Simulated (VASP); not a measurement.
# ZnO (P6_3mc) in VASP: notebook, part 2 of 2

VASP 6.6.1. Earlier steps stand in the parts before.

**4. Relaxation of cell and atoms, PBE**

Input file INCAR:

```
PREC = Accurate
ENCUT = 600
EDIFF = 1E-6
ISMEAR = 0
SIGMA = 0.03
LREAL = False
LASPH = True
NELM = 80
ALGO = Normal
ISIF = 3
LWAVE = False
LCHARG = False
GGA = PE
IBRION = 2
NSW = 90
EDIFFG = -0.01
KPAR = 2
```

Input file KPOINTS:

```
Automatic mesh
0
Gamma
  9 9 5
```

Input file POSCAR:

```
ZnO
1.0
    3.2493080000      0.0000000000      0.0000000000
   -1.6246540000      2.8139832700      0.0000000000
    0.0000000000      0.0000000000      5.2057090000
Zn O
2 2
Direct
    0.3333333300      0.6666666700      0.5000000000
    0.6666666700      0.3333333300      0.0000000000
    0.6666666700      0.3333333300      0.3790100000
    0.3333333300      0.6666666700      0.8790100000
```

Potentials or basis: VASP PAW PBE potentials, release 64 (Zn, O).

Started as:

```
cat potpaw_PBE.64/Zn/POTCAR potpaw_PBE.64/O/POTCAR > POTCAR
mpirun -np 2 vasp_std > vasp.out
```

OUTCAR:

```text
PREC = Accurate
   ENCUT = 600
   EDIFF = 1E-6
   ISMEAR = 0
   LREAL = False
   LASPH = True
   NELM = 80
   ISIF = 3
   GGA = PE
   IBRION = 2
   NSW = 90
   EDIFFG = -0.01

 ion  position               nearest neighbor table
   1  0.333  0.667  0.500-   4 1.97   3 1.98   3 1.98   3 1.98
   2  0.667  0.333  0.000-   3 1.97   4 1.98   4 1.98   4 1.98
   3  0.667  0.333  0.379-   2 1.97   1 1.98   1 1.98   1 1.98
   4  0.333  0.667  0.879-   1 1.97   2 1.98   2 1.98   2 1.98

  LATTYP: Found a hexagonal cell.
 ALAT       =     3.2493080000
 C/A-ratio  =     1.6020977390

  Lattice vectors:

 A1 = (   3.2493080000,   0.0000000000,   0.0000000000)
 A2 = (  -1.6246540000,   2.8139832700,   0.0000000000)
 A3 = (   0.0000000000,   0.0000000000,   5.2057090000)

Analysis of symmetry for initial positions (statically):
=====================================================================
 Subroutine PRICEL returns:
 Original cell was already a primitive cell.

 Routine SETGRP: Setting up the symmetry group for a
 hexagonal supercell.

 Subroutine GETGRP returns: Found 12 space group operations
 (whereof  6 operations were pure point group operations)
 out of a pool of 24 trial point group operations.

The static configuration has the point symmetry C_3v.
 The point group associated with its full space group is C_6v.

Analysis of symmetry for dynamics (positions and initial velocities):
=====================================================================
 Subroutine PRICEL returns:
 Original cell was already a primitive cell.

 Routine SETGRP: Setting up the symmetry group for a
 hexagonal supercell.

 Subroutine GETGRP returns: Found 12 space group operations
 (whereof  6 operations were pure point group operations)
 out of a pool of 24 trial point group operations.

The dynamic configuration has the point symmetry C_3v.
 The point group associated with its full space group is C_6v.

 Subroutine INISYM returns: Found 12 space group operations
 (whereof  6 operations are pure point group operations),
 and found     1 'primitive' translations

----------------------------------------------------------------------------------------

                                     Primitive cell

  volume of cell :      47.5984

  direct lattice vectors                    reciprocal lattice vectors
     3.249308000  0.000000000  0.000000000     0.307757836  0.177684070  0.000000000
    -1.624654000  2.813983270  0.000000000     0.000000000  0.355368140  0.000000000
     0.000000000  0.000000000  5.205709000     0.000000000  0.000000000  0.192096792

  length of vectors
     3.249308000  3.249307998  5.205709000     0.355368140  0.355368140  0.192096792

  position of ions in fractional coordinates (direct lattice)
     0.333333330  0.666666670  0.500000000
     0.666666670  0.333333330  0.000000000
     0.666666670  0.333333330  0.379010000
     0.333333330  0.666666670  0.879010000

  ion indices of the primitive-cell ions
   primitive index   ion index
                 1           1
                 2           2
                 3           3
                 4           4
[... 65 lines left out ...]
   ICHARG =      2    charge: 1-file 2-atom 10-const
   ISPIN  =      1    spin polarized calculation?
   LNONCOLLINEAR =      F non collinear calculations
   LSORBIT =      F    spin-orbit coupling
   LASPH  =      T    aspherical Exc in radial PAW
   ENCUT  =  600.0 eV  44.10 Ry    6.64 a.u.   6.49  6.49 10.40*2*pi/ulx,y,z
   NELM   =     80;   NELMIN=  2; NELMDL= -5     # of ELM steps
   EDIFF  = 0.1E-05   stopping-criterion for ELM
   LREAL  =      F    real-space projection
   EDIFFG = -.1E-01   stopping-criterion for IOM
   NSW    =     90    number of steps for IOM
   IBRION =      2    ionic relax: 0-MD 1-quasi-New 2-CG
   NFREE  =      1    steps in history (QN), initial steepest desc. (CG)
   ISIF   =      3    stress and relaxation
   ISYM   =      2    0-nonsym 1-usesym 2-fastsym
   POTIM  = 0.5000    time-step for ionic-motion
   TEBEG  =    0.0;   TEEND  =   0.0 temperature during run
   PSTRESS=    0.0 pullay stress
   NELECT =      36.0000    total number of electrons
   NUPDOWN=      -1.0000    fix difference up-down
   EMIN   =  10.00;   EMAX   =-10.00  energy-range for DOS
   EFERMI =   0.00;   METHOD = LEGACY
   ISMEAR =     0;   SIGMA  =   0.03  broadening in eV -4-tet -1-fermi 0-gaus
   EFERMI_NEDOS =   21; number of points for ismear=-14 and -15
   IALGO  =     38    algorithm
   IMIX   =      4    mixing-type and parameters
     AMIX     =   0.40;   BMIX     =  1.00
     AMIX_MAG =   1.60;   BMIX_MAG =  1.00
  volume/ion in A,a.u.               =      11.90        80.30
  Fermi-wavevector in a.u.,A,eV,Ry     =   1.491574  2.818667 30.270160  2.224794
  Thomas-Fermi vector in A             =   2.604212
   LORBIT       =      0    0 simple, 1 ext, 2 COOP (PROOUT), +10 PAW based schemes
   GGA     = PE    functional components
   LHFCALC =     F    Hartree Fock is set to
   AEXX    =    0.0000 exact exchange contribution
   IVDW    =     0    specifies the selected vdW correction
   LEPSILON=     F    determine dielectric tensor
   LRPA    =     F    only Hartree local field effects (RPA)
 conjugate gradient relaxation of ions
 non-spin polarized calculation
 Gauss-broadening in eV      SIGMA  =   0.03
  energy-cutoff  :      600.00
  volume of cell :       47.60
 maximum number of plane-waves:      1605
 NGX is ok and might be reduce to    28
   NGX = 13   NGY = 13   NGZ = 21

--------------------------------------- Ionic step        1  -------------------------------------------

 number of electron      36.0000008 magnetization

 Free energy of the ion-electron system (eV)
  ---------------------------------------------------
  ext. energy  EPLUGINS =         0.00000000
  ---------------------------------------------------
  free energy    TOTEN  =       -17.82623977 eV

  energy without entropy =      -17.82623977  energy(sigma->0) =      -17.82623977

------------------------ aborting loop because EDIFF is reached ----------------------------------------

  FORCE on cell =-STRESS in cart. coord.  units (eV):
  Direction    XX          YY          ZZ          XY          YZ          ZX
  --------------------------------------------------------------------------------------
  -------------------------------------------------------------------------------------
  Total        1.5587780      1.5587780      2.0807874      0.0000000      0.0000000      0.0000000
  in kB       52.4689739     52.4689738     70.0399792      0.0000000      0.0000000      0.0000000
  external PRESSURE =      58.3259757 kB  Pullay stress =       0.0000000 kB
[... 95 lines left out ...]
  FREE ENERGIE OF THE ION-ELECTRON SYSTEM (eV)
  ---------------------------------------------------
  free  energy   TOTEN  =       -17.8619022608 eV

  energy  without entropy=      -17.8619022608  energy(sigma->0) =      -17.86190226

[... ionic steps 4 to 11 ...]

--------------------------------------- Ionic step       12  -------------------------------------------

 number of electron      36.0000014 magnetization

------------------------ aborting loop because EDIFF is reached ----------------------------------------
[... 71 lines left out ...]
--------------------------------------- Ionic step       14  -------------------------------------------

 number of electron      36.0000014 magnetization

 Free energy of the ion-electron system (eV)
  ---------------------------------------------------
  ext. energy  EPLUGINS =         0.00000000
  ---------------------------------------------------
  free energy    TOTEN  =       -17.86201502 eV

  energy without entropy =      -17.86201502  energy(sigma->0) =      -17.86201502

 E-fermi :   1.0008     XC(G=0): -10.6967

 val. band max:        0.8466079405   @ k =   0.0000   0.0000   0.0000
 cond. band min:       1.5681304039   @ k =   0.0000   0.0000   0.0000
 fundamental gap:      0.7215224633
 Fermi energy:         1.0008160492

 k-point     1 :       0.0000    0.0000    0.0000
  band No.  band energies     occupation
      1     -16.9296      2.00000
      2     -16.2693      2.00000
      3      -4.6669      2.00000
      4      -4.6669      2.00000
      5      -4.6244      2.00000
      6      -4.4914      2.00000
[... 589 lines left out ...]
     21       8.5855      0.00000
     22       8.8913      0.00000

 [... further k-points ...]

------------------------ aborting loop because EDIFF is reached ----------------------------------------

  FORCE on cell =-STRESS in cart. coord.  units (eV):
  Direction    XX          YY          ZZ          XY          YZ          ZX
  --------------------------------------------------------------------------------------
  -------------------------------------------------------------------------------------
  Total        0.0130823      0.0130823      0.0292729      0.0000000      0.0000000      0.0000000
  in kB        0.4228363      0.4228363      0.9461387      0.0000000      0.0000000      0.0000000
  external PRESSURE =       0.5972704 kB  Pullay stress =       0.0000000 kB
[... 19 lines left out ...]
  FREE ENERGIE OF THE ION-ELECTRON SYSTEM (eV)
  ---------------------------------------------------
  free  energy   TOTEN  =       -17.8620150240 eV

  energy  without entropy=      -17.8620150240  energy(sigma->0) =      -17.86201502

 reached required accuracy - stopping structural energy minimisation
```

OSZICAR:

```text
N       E                     dE             d eps       ncg     rms          rms(c)
DAV:   1     0.314822203036E+03    0.31482E+03   -0.20700E+04  1592   0.265E+03
DAV:   2     0.124812514084E+02   -0.30234E+03   -0.29210E+03  1692   0.478E+02
DAV:   3    -0.203632456384E+02   -0.32844E+02   -0.32590E+02  1836   0.164E+02
[... 95 lines left out ...]
       N       E                     dE             d eps       ncg     rms          rms(c)
DAV:   1    -0.178620089908E+02   -0.16569E-04   -0.10130E-02  1584   0.861E-01    0.367E-02
DAV:   2    -0.178620175926E+02   -0.86018E-05   -0.30770E-04  1800   0.198E-01    0.156E-02
DAV:   3    -0.178620156967E+02    0.18959E-05   -0.37195E-06  1558   0.459E-02    0.949E-03
DAV:   4    -0.178620150240E+02    0.67270E-06   -0.37463E-06  1430   0.210E-02
  14 F= -.17862015E+02 E0= -.17862015E+02  d E =-.230974E-04
```

CONTCAR:

```text
ZnO
   1.00000000000000
     3.2863600658052379   -0.0000000000000000    0.0000000000000000
    -1.6431800329026189    2.8460713001572757   -0.0000000000000000
     0.0000000000000000   -0.0000000000000000    5.2998173485667426
  Zn              O
     2     2
Direct
     0.3333333300000021    0.6666666699999979    0.4998171919517601
     0.6666666699999979    0.3333333300000021    0.9998171919517600
     0.6666666699999979    0.3333333300000021    0.3791928080482408
     0.3333333300000021    0.6666666699999979    0.8791928080482410

  0.00000000E+00  0.00000000E+00  0.00000000E+00
  0.00000000E+00  0.00000000E+00  0.00000000E+00
  0.00000000E+00  0.00000000E+00  0.00000000E+00
  0.00000000E+00  0.00000000E+00  0.00000000E+00
```

Wall time 72 s (2 MPI ranks of Intel Xeon 6975P-C (Granite Rapids), shared host); peak memory 0.2 GiB.

What came out:

```yaml
Free_energy: -17.8620 eV
Relaxed_volume: 12.39 Å³/atom
Relaxed_cell: a = 3.286 Å, b = 3.286 Å, c = 5.300 Å, α = 90.00°, β = 90.00°, γ = 120.00°
Space_group_after_relaxing_to_0.05_Å: P6_3mc (No. 186)
Energy_gained_by_relaxing: 8.9 meV/atom
Ionic_steps: 14
Pressure_after_relaxing: 0.1 GPa
Band_gap_on_the_k_mesh: 0.72 eV, direct
```

Forces in eV/Å, atoms in the order of the input:
```
Zn   0.000  0.000  0.003
Zn   0.000  0.000  0.003
O    0.000  0.000 -0.003
O    0.000  0.000 -0.003
```

The path:
| step | energy change (eV) | largest force (eV/Å) | pressure (GPa) | volume (Å³) |
| --- | --- | --- | --- | --- |
| 1 | 0.0000 | 0.0741 | 5.83 | 47.60 |
| 2 | -0.0270 | 0.0268 | -2.61 | 50.64 |
| 3 | -0.0357 | 0.0011 | -0.01 | 49.59 |
| 4 | -0.0357 | 0.0022 | -0.06 | 49.63 |
| 5 | -0.0357 | 0.0108 | -0.01 | 49.62 |
| 6 | -0.0357 | 0.0152 | -0.10 | 49.62 |
| 7 | -0.0358 | 0.0116 | -0.01 | 49.57 |
| 8 | -0.0357 | 0.0100 | 0.08 | 49.54 |
| 9 | -0.0357 | 0.0103 | 0.14 | 49.54 |
| 10 | -0.0358 | 0.0109 | 0.11 | 49.56 |
| 11 | -0.0358 | 0.0125 | 0.00 | 49.56 |
| 12 | -0.0358 | 0.0103 | 0.12 | 49.56 |
| 13 | -0.0358 | 0.0121 | 0.06 | 49.56 |
| 14 | -0.0358 | 0.0025 | 0.06 | 49.57 |

Final structure:
```xyz
4
Lattice="3.2864 0.0000 0.0000 -1.6432 2.8461 0.0000 0.0000 0.0000 5.2998" Properties=species:S:1:pos:R:3 pbc="T T T"
Zn    0.0000    1.8974    2.6489
Zn    1.6432    0.9487    5.2988
O     1.6432    0.9487    2.0097
O     0.0000    1.8974    4.6596
```

Levels at points of the mesh, in eV from the valence-band top:
| k point | band 15 | band 16 | band 17 | band 18 | band 19 | band 20 | band 21 | band 22 |
| --- | --- | --- | --- | --- | --- | --- | --- | --- |
| (0.00, 0.00, 0.00) | -0.75 | -0.08 | 0.00 | 0.00 | 0.72 | 5.07 | 8.06 | 12.69 |

A hybrid or GW would open this gap; PBE tends to underestimate it. Zero-point motion and thermal expansion aren't in these numbers.

**5. Relaxation of cell and atoms, PBE**

This run uses another cell than the first one, of 12.39 Å³/atom, 1.041 times its volume.

INCAR, as its differences from that of step 4:

```diff
@@ -2,3 +2,3 @@
 ENCUT = 600
-EDIFF = 1E-6
+EDIFF = 1E-7
 ISMEAR = 0
@@ -15,3 +15,3 @@
 NSW = 90
-EDIFFG = -0.01
+EDIFFG = -0.005
 KPAR = 2
```

KPOINTS is that of step 4.

Input file POSCAR:

```
ZnO                                     
1.0
    3.2863600658     -0.0000000000      0.0000000000
   -1.6431800329      2.8460713002     -0.0000000000
    0.0000000000     -0.0000000000      5.2998173486
  Zn              O             
     2     2
Direct
     0.3333333300000021    0.6666666699999979    0.4998171919517601
     0.6666666699999979    0.3333333300000021    0.9998171919517600
     0.6666666699999979    0.3333333300000021    0.3791928080482408
     0.3333333300000021    0.6666666699999979    0.8791928080482410
```

Started as:

```
cat potpaw_PBE.64/Zn/POTCAR potpaw_PBE.64/O/POTCAR > POTCAR
mpirun -np 2 vasp_std > vasp.out
```

Wall time 23 s (2 MPI ranks of Intel Xeon 6975P-C (Granite Rapids), shared host); peak memory 0.2 GiB.

Results (log left out):

```yaml
Free_energy: -17.8656 eV
Relaxed_volume: 12.39 Å³/atom
Relaxed_cell: a = 3.287 Å, b = 3.287 Å, c = 5.300 Å, α = 90.00°, β = 90.00°, γ = 120.00°
Space_group_after_relaxing_to_0.05_Å: P6_3mc (No. 186)
Energy_gained_by_relaxing: 0.0 meV/atom
Ionic_steps: 3
Pressure_after_relaxing: 0.0 GPa
Band_gap_on_the_k_mesh: 0.72 eV, direct
```

Forces on the atoms (eV/Å):
```
Zn   0.000  0.000  0.003
Zn   0.000  0.000  0.003
O    0.000  0.000 -0.003
O    0.000  0.000 -0.003
```

Final structure:
```yaml
crystal:
  lattice:
    - [3.28650, 0.00000, 0.00000]
    - [-1.64325, 2.84619, 0.00000]
    - [0.00000, 0.00000, 5.30039]
  atoms:
    - { symbol: Zn, position: [0.33333, 0.66667, 0.49983] }
    - { symbol: Zn, position: [0.66667, 0.33333, 0.99983] }
    - { symbol: O, position: [0.66667, 0.33333, 0.37918] }
    - { symbol: O, position: [0.33333, 0.66667, 0.87918] }
```

Levels at points of the mesh, in eV from the valence-band top:
```tsv
k point	band 15	band 16	band 17	band 18	band 19	band 20	band 21	band 22
(0.00, 0.00, 0.00)	-0.75	-0.08	0.00	0.00	0.72	5.07	8.06	12.69
```
